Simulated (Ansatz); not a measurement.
Crystal: Pb.

```
Pb
1.0
     3.52437    0.00000    0.00000
    -1.76218    3.05219    0.00000
     0.00000    0.00000   11.49524
Pb
4
Cartesian
  1.7622 1.0174 8.6214
  0.0000 0.0000 5.7476
  0.0000 2.0348 2.8738
  0.0000 0.0000 0.0000
```

This isn't the form of Pb at room conditions, which is fcc.

Base run:

```yaml
Program: Ansatz 0.2.0
Functional: PBEsol
Potentials_or_basis: all-electron LAPW, scalar-relativistic
Cutoff: 140 eV (chosen from the basis error)
Basis_error_allowed: 0.002 eV/atom
k_mesh: 9 × 9 × 3
Occupations: fermi-dirac, width 0.05 eV
Spin: no spin polarisation
```

Its results: pressure -1.5 GPa.

**Question.** The run is repeated on the same cell with these changes: functional from PBEsol to LDA. What comes out?

**Answer.** Pressure -3.0 GPa.

LDA binds more tightly than PBEsol, so the same cell stands under less pressure.
